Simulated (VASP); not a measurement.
Here is a VASP 6.6.1 calculation.

INCAR

```
SYSTEM = ZrS2
PREC = Accurate
ENCUT = 520
EDIFF = 1E-7
ISMEAR = 0
SIGMA = 0.05
LREAL = .False.
LASPH = .True.
NELM = 80
ALGO = Normal
ISIF = 2
LWAVE = .False.
LCHARG = .True.
LDIPOL = .True.
IDIPOL = 3
DIPOL = 0.5 0.5 0.500
GGA = PE
LELF = .True.
LVHAR = .True.
LVACPOTAV = .True.
```

KPOINTS

```
Automatic mesh
0
Gamma
  8 8 1
  0 0 0
```

The input POSCAR:

```
ZrS2
1.0
    3.6299990405      0.0000000000      0.0000000000
   -1.8149995203      3.1436713849      0.0000000000
    0.0000000000      0.0000000000     23.7656400000
S Zr
4 2
Direct
    0.6666666667      0.3333333334      0.3155816549
    0.3333333333      0.6666666666      0.4382646543
    0.6666666667      0.3333333334      0.5617353457
    0.3333333333      0.6666666666      0.6844183451
    0.0000000000      0.0000000000      0.3769231546
    0.0000000000      0.0000000000      0.6230768454
```

Potentials or basis: VASP PAW PBE potentials, release 64 (S, Zr_sv).

Run with:

```sh
$ cat potpaw_PBE.64/S/POTCAR potpaw_PBE.64/Zr_sv/POTCAR > POTCAR
$ mpirun -np 1 vasp_std > vasp.out
```

(1) Predict the ionisation potential of the upper face.

(2) What does it give for the band gap on the k mesh?

(3) Estimate the largest force.

Answers

(1) 6.35 eV.

(2) 1.00 eV, indirect (least direct gap 1.65 eV).

(3) 0.195 eV/Å.
